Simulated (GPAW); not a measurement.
HfC:

```
CELL_PARAMETERS angstrom
3.34287 0.00000 0.00000
-1.67143 2.89501 0.00000
0.00000 0.00000 5.20271
ATOMIC_POSITIONS crystal
Hf 0.33333 0.66667 0.25000
Hf 0.66667 0.33333 0.75000
C 0.00000 0.00000 0.50000
C 0.00000 0.00000 0.00000
```

The cell comes from a database or a generator and needn't be the stable form of this composition.

| Property | Result |
| --- | --- |
| Program | GPAW 26.7.0 |
| Task | relaxation of cell and atoms |
| Functional | PBEsol |
| Dispersion | D3(BJ)+ATM |
| Potentials or basis | PAW data sets generated in the run's folder for this functional |
| Cutoff | 800 eV |
| Basis | pw |
| k mesh | 6 × 6 × 4 |
| Occupations | fermi-dirac, width 0.05 eV |
| Spin | no spin polarisation |

At the start: pressure -10.2 GPa; volume 12.59 Å³/atom.

Problem. How do energy, volume and symmetry change on relaxing?

Solution. Over 8 steps the energy falls by 18.9 meV/atom and the volume is 12.07 Å³/atom (-4.1 %); space group P6_3/mmc (No. 194, to 0.05 Å).

The path:
| step | energy change (eV) | largest force (eV/Å) | pressure (GPa) | volume (Å³) |
| --- | --- | --- | --- | --- |
| 1 | 0.0000 | 0.0000 | -10.17 | 50.35 |
| 2 | -0.0256 | 0.0000 | -8.25 | 49.92 |
| 3 | -0.0719 | 0.0000 | 0.72 | 48.14 |
| 4 | -0.0726 | 0.0000 | 0.30 | 48.22 |
| 5 | -0.0740 | 0.0000 | -0.37 | 48.35 |
| 6 | -0.0752 | 0.0000 | -0.57 | 48.39 |
| 7 | -0.0755 | 0.0000 | -0.28 | 48.34 |
| 8 | -0.0754 | 0.0000 | -0.04 | 48.30 |

Final structure:
```xyz
4
Lattice="3.2769 0.0000 0.0000 -1.6384 2.8379 0.0000 0.0000 0.0000 5.1935" Properties=species:S:1:pos:R:3 pbc="T T T"
Hf    0.0000    1.8919    1.2984
Hf    1.6384    0.9460    3.8951
C     0.0000    0.0000    2.5967
C     0.0000    0.0000    0.0000
```

Caveat: the k mesh is coarse (spacing up to 0.36 Å⁻¹), so the values aren't converged; later steps reuse the first step's grids; pairwise dispersion overbinds metals, which lowers pressure and volume.
